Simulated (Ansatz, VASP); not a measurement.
## P: VASP beside Ansatz

```
P
1.0
     0.00000    2.54057    2.54057
     2.54057    0.00000    2.54057
     2.54057    2.54057    0.00000
P
2
Direct
  0.87500 0.87500 0.87500
  0.12500 0.12500 0.12500
```

Alike in both runs: functional PBE; k mesh 13 × 13 × 13; occupations fermi-dirac, width 0.05 eV; no spin polarisation.

Ansatz relaxed the structure, and its values are those at the end. VASP's run is a single point on that final structure, the one shown.

```csv
,VASP,Ansatz
version,VASP 6.6.1,Ansatz 0.2.0
potentials or method,"VASP PAW PBE potentials, release 64 (P)","PAW with Ansatz's default frozen-core files, scalar-relativistic"
plane-wave cutoff (eV),520,420
valence electrons in the cell,10,10
```

Ansatz gave:

- pressure (GPa): 15.0

Question: Which values does VASP return?

Answer: Pressure (GPa): 14.7.

The functional is the same, so the differences come from potentials, cutoffs and numerics.
